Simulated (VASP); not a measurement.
# Er (Fm-3m) in VASP: further runs, part 2 of 2

VASP 6.6.1. Earlier steps stand in the parts before.

## 4. Single point, PBE, collinear spin, ferromagnetic start

Input file INCAR:

```
SYSTEM = Er
PREC     = Accurate       ! precision mode
ENCUT    = 450            ! plane-wave cutoff, eV
EDIFF    = 1E-6           ! SCF threshold, eV
ISMEAR   = 0              ! smearing method
SIGMA    = 0.2            ! smearing width, eV
LREAL    = .False.        ! projectors in reciprocal space
LASPH    = .True.         ! aspherical terms in the spheres
NELM     = 100            ! most SCF steps
ALGO     = Normal         ! electronic algorithm
ISIF     = 2              ! what is computed and relaxed
LWAVE    = .False.        ! write WAVECAR
LCHARG   = .False.        ! write CHGCAR
ISPIN    = 2              ! spin polarisation
MAGMOM   = 3              ! initial moments
LORBIT   = 11             ! projections on sites
LMAXMIX  = 6              ! l up to which the mixer works
GGA      = PE             ! functional
ADDGRID  = .False.
```

Input file KPOINTS:

```
Automatic mesh
0
Gamma
  6 6 6
  0 0 0
```

Input file POSCAR:

```
Er
1.0
   -0.0089250000      2.4571370000      2.4791170000
    2.4542050000     -0.0023290000      2.4725200000
    2.4870360000      2.4833720000     -0.0351600000
Er
1
Direct
   -0.0043710000     -0.0077920000     -0.0181410000
```

Potentials or basis: VASP PAW PBE potentials, release 64 (Er_3), 4f in core.

Started as:

```
cat potpaw_PBE.64/Er_3/POTCAR > POTCAR
mpirun -np 1 vasp_std > vasp.out
```

OUTCAR:

```text
SYSTEM = Er
   PREC = Accurate
   ENCUT = 450
   EDIFF = 1E-6
   ISMEAR = 0
   LREAL = .False.
   LASPH = .True.
   NELM = 100
   ISIF = 2
   ISPIN = 2
   LORBIT = 11
   GGA = PE

 Found    112 irreducible k-points:

 Following reciprocal coordinates:
            Coordinates               Weight
  0.000000  0.000000  0.000000      1.000000
  0.166667  0.000000 -0.000000      2.000000
  0.333333  0.000000 -0.000000      2.000000
  0.500000  0.000000 -0.000000      1.000000
 -0.000000  0.166667 -0.000000      2.000000
  0.166667  0.166667 -0.000000      2.000000
   k-points           NKPTS =    112   k-points in BZ     NKDIM =    112   number of bands    NBANDS=     10
   number of dos      NEDOS =    301   number of ions     NIONS =      1
   total plane-waves  NPLWV =  13824
   dimension x,y,z NGX =    24 NGY =   24 NGZ =   24
   dimension x,y,z NGXF=    48 NGYF=   48 NGZF=   48
   ions per type =               1
   NGX,Y,Z   is equivalent  to a cutoff of  11.43, 11.45, 11.35 a.u.
   NGXF,Y,Z  is equivalent  to a cutoff of  22.86, 22.91, 22.70 a.u.
 SYSTEM =  Er
   PREC   = accura    normal or accurate (medium, high low for compatibility)
   ISTART =      0    job   : 0-new  1-cont  2-samecut
   ICHARG =      2    charge: 1-file 2-atom 10-const
   ISPIN  =      2    spin polarized calculation?
   LNONCOLLINEAR =      F non collinear calculations
   LSORBIT =      F    spin-orbit coupling
   LASPH  =      T    aspherical Exc in radial PAW
   ENCUT  =  450.0 eV  33.07 Ry    5.75 a.u.   6.04  6.03  6.08*2*pi/ulx,y,z
   NELM   =    100;   NELMIN=  2; NELMDL= -5     # of ELM steps
   EDIFF  = 0.1E-05   stopping-criterion for ELM
   LREAL  =      F    real-space projection
   EDIFFG = 0.1E-04   stopping-criterion for IOM
   NSW    =      0    number of steps for IOM
   IBRION =     -1    ionic relax: 0-MD 1-quasi-New 2-CG
   NFREE  =      0    steps in history (QN), initial steepest desc. (CG)
   ISIF   =      2    stress and relaxation
   ISYM   =      2    0-nonsym 1-usesym 2-fastsym
   POTIM  = 0.5000    time-step for ionic-motion
   TEBEG  =    0.0;   TEEND  =   0.0 temperature during run
   PSTRESS=    0.0 pullay stress
   NELECT =       9.0000    total number of electrons
   NUPDOWN=      -1.0000    fix difference up-down
   EMIN   =  10.00;   EMAX   =-10.00  energy-range for DOS
   EFERMI =   0.00;   METHOD = LEGACY
   ISMEAR =     0;   SIGMA  =   0.20  broadening in eV -4-tet -1-fermi 0-gaus
   EFERMI_NEDOS =   21; number of points for ismear=-14 and -15
   IALGO  =     38    algorithm
   IMIX   =      4    mixing-type and parameters
     AMIX     =   0.40;   BMIX     =  1.00
     AMIX_MAG =   1.60;   BMIX_MAG =  1.00
  volume/ion in A,a.u.               =      30.50       205.83
  Fermi-wavevector in a.u.,A,eV,Ry     =   1.089904  2.059619 16.162220  1.187890
  Thomas-Fermi vector in A             =   2.226117
   LORBIT       =     11    0 simple, 1 ext, 2 COOP (PROOUT), +10 PAW based schemes
   GGA     = PE    functional components
   LHFCALC =     F    Hartree Fock is set to
   AEXX    =    0.0000 exact exchange contribution
   IVDW    =     0    specifies the selected vdW correction
   LEPSILON=     F    determine dielectric tensor
   LRPA    =     F    only Hartree local field effects (RPA)
 spin polarized calculation
 Gauss-broadening in eV      SIGMA  =   0.20
  energy-cutoff  :      450.00
  volume of cell :       30.50
 maximum number of plane-waves:       672
   NGX = 13   NGY = 13   NGZ = 13

 number of electron       9.0000000 magnetization      -0.0471378

 number of electron       9.0000000 magnetization       0.0002590

 Free energy of the ion-electron system (eV)
  ---------------------------------------------------
  ext. energy  EPLUGINS =         0.00000000
  ---------------------------------------------------
  free energy    TOTEN  =        -4.49471230 eV

  energy without entropy =       -4.46592072  energy(sigma->0) =       -4.48031651

 E-fermi :   3.0892     XC(G=0):  -9.8750

 val. band max:        3.0786887083   @ k =  -0.1667  -0.1667   0.3333
 cond. band min:       3.1064025700   @ k =   0.5000   0.0000   0.1667
 fundamental gap:      0.0277138617
 Fermi energy:         3.0892392138

 spin component 1

 k-point     1 :       0.0000    0.0000    0.0000
  band No.  band energies     occupation
      1     -21.3144      1.00000
      2     -21.3026      1.00000
      3     -21.2995      1.00000
      4      -2.4832      1.00000
      5       4.9222      0.00000
      6       5.1614      0.00000
      7       5.1879      0.00000
      8       7.3857      0.00000
      9       7.4994      0.00000
     10      12.6416      0.00000

 k-point     2 :       0.1667    0.0000   -0.0000
  band No.  band energies     occupation
      1     -21.4625      1.00000
      2     -21.3309      1.00000
      3     -21.3219      1.00000
      4      -1.7413      1.00000
      5       4.3767      0.00000
      6       5.2427      0.00000
      7       5.4838      0.00000
      8       7.1386      0.00000
      9       7.2027      0.00000
     10      13.5968      0.00000

 k-point     3 :       0.3333    0.0000   -0.0000
  band No.  band energies     occupation
      1     -21.7644      1.00000
      2     -21.3685      1.00000
      3     -21.3647      1.00000
      4      -0.1079      1.00000
      5       3.6161      0.00010
      6       5.0462      0.00000
      7       5.2777      0.00000
      8       7.9865      0.00000
      9       8.1256      0.00000
     10      11.8878      0.00000
[... 14 lines left out ...]
 k-point     5 :      -0.0000    0.1667   -0.0000
  band No.  band energies     occupation
      1     -21.4620      1.00000
      2     -21.3326      1.00000
      3     -21.3239      1.00000
      4      -1.7351      1.00000
      5       4.4060      0.00000
      6       5.2293      0.00000
      7       5.4781      0.00000
      8       7.1135      0.00000
      9       7.1904      0.00000
     10      13.5918      0.00000

 k-point     6 :       0.1667    0.1667   -0.0000
  band No.  band energies     occupation
      1     -21.4570      1.00000
      2     -21.3632      1.00000
      3     -21.3547      1.00000
      4      -1.5083      1.00000
      5       4.0135      0.00000
      6       5.6486      0.00000
      7       5.7676      0.00000
      8       5.9940      0.00000
      9       7.8606      0.00000
     10      14.7837      0.00000

 [... further k-points ...]

 spin component 2

 k-point     1 :       0.0000    0.0000    0.0000
  band No.  band energies     occupation
      1     -21.3142      1.00000
      2     -21.3025      1.00000
      3     -21.2994      1.00000
      4      -2.4830      1.00000
      5       4.9222      0.00000
      6       5.1614      0.00000
      7       5.1878      0.00000
      8       7.3857      0.00000
      9       7.4994      0.00000
     10      12.6421      0.00000

 k-point     2 :       0.1667    0.0000   -0.0000
  band No.  band energies     occupation
      1     -21.4624      1.00000
      2     -21.3308      1.00000
      3     -21.3219      1.00000
      4      -1.7411      1.00000
      5       4.3767      0.00000
      6       5.2427      0.00000
      7       5.4838      0.00000
      8       7.1386      0.00000
      9       7.2027      0.00000
     10      13.5974      0.00000

 k-point     3 :       0.3333    0.0000   -0.0000
  band No.  band energies     occupation
      1     -21.7643      1.00000
      2     -21.3684      1.00000
      3     -21.3646      1.00000
      4      -0.1077      1.00000
      5       3.6162      0.00010
      6       5.0462      0.00000
      7       5.2778      0.00000
      8       7.9866      0.00000
      9       8.1256      0.00000
     10      11.8883      0.00000
[... 14 lines left out ...]
 k-point     5 :      -0.0000    0.1667   -0.0000
  band No.  band energies     occupation
      1     -21.4619      1.00000
      2     -21.3324      1.00000
      3     -21.3238      1.00000
      4      -1.7349      1.00000
      5       4.4060      0.00000
      6       5.2293      0.00000
      7       5.4781      0.00000
      8       7.1135      0.00000
      9       7.1904      0.00000
     10      13.5924      0.00000

 k-point     6 :       0.1667    0.1667   -0.0000
  band No.  band energies     occupation
      1     -21.4569      1.00000
      2     -21.3631      1.00000
      3     -21.3546      1.00000
      4      -1.5080      1.00000
      5       4.0136      0.00000
      6       5.6486      0.00000
      7       5.7676      0.00000
      8       5.9941      0.00000
      9       7.8606      0.00000
     10      14.7842      0.00000

 [... further k-points ...]

------------------------ aborting loop because EDIFF is reached ----------------------------------------

  FORCE on cell =-STRESS in cart. coord.  units (eV):
  Direction    XX          YY          ZZ          XY          YZ          ZX
  --------------------------------------------------------------------------------------
  -------------------------------------------------------------------------------------
  Total        0.0293893      0.0362691     -0.0182086     -0.0599488      0.0695122      0.1016274
  in kB        1.5438234      1.9052178     -0.9565001     -3.1491128      3.6514794      5.3384894
  external PRESSURE =       0.8308470 kB  Pullay stress =       0.0000000 kB

 VOLUME and BASIS-vectors are now :
 -----------------------------------------------------------------------------
  energy-cutoff  :      450.00
  volume of cell :       30.50
      direct lattice vectors                 reciprocal lattice vectors
    -0.008925000  2.457137000  2.479117000    -0.201313527  0.204442392  0.200014888
     2.454205000 -0.002329000  2.472520000     0.204685885 -0.202140878  0.201085569
     2.487036000  2.483372000 -0.035160000     0.199378760  0.200206110 -0.197713292

 POSITION                                       TOTAL-FORCE (eV/Angst)
 -----------------------------------------------------------------------------------
      4.86811      4.88241      4.88701         0.000000      0.000000      0.000000
 -----------------------------------------------------------------------------------
    total drift:                               -0.000002     -0.000001     -0.000000

  FREE ENERGIE OF THE ION-ELECTRON SYSTEM (eV)
  ---------------------------------------------------
  free  energy   TOTEN  =        -4.4947122969 eV

  energy  without entropy=       -4.4659207199  energy(sigma->0) =       -4.48031651

 total charge

# of ion       s       p       d       tot
------------------------------------------
    1        0.517   6.503   1.101   8.121

 magnetization (x)

# of ion       s       p       d       tot
------------------------------------------
    1       -0.000   0.000  -0.000   0.000
```

Run time: 18 s. Hardware: 1 thread of Intel Xeon 6975P-C (Granite Rapids), shared host; peak memory 0.18 GiB.

These settings aren't checked as converged: the numbers below hold their error.

Results:

```
Free energy                                           : -4.4947 eV
Pressure                                              : 0.1 GPa
Band gap on the k mesh                                : none (metal or under the smearing width)
Net moment                                            : 0.00 μB per cell
Valence electrons inside the program's atomic spheres : Er 8.12
```

Caveat: the k mesh is coarse (spacing up to 0.37 Å⁻¹), so the values aren't converged; the magnetic or orbital state may not be the lowest; spin-orbit coupling is left out, which moves the levels of the heavy elements; the 4f electrons are frozen in the core as for a trivalent ion, so they carry no moment and show no levels.
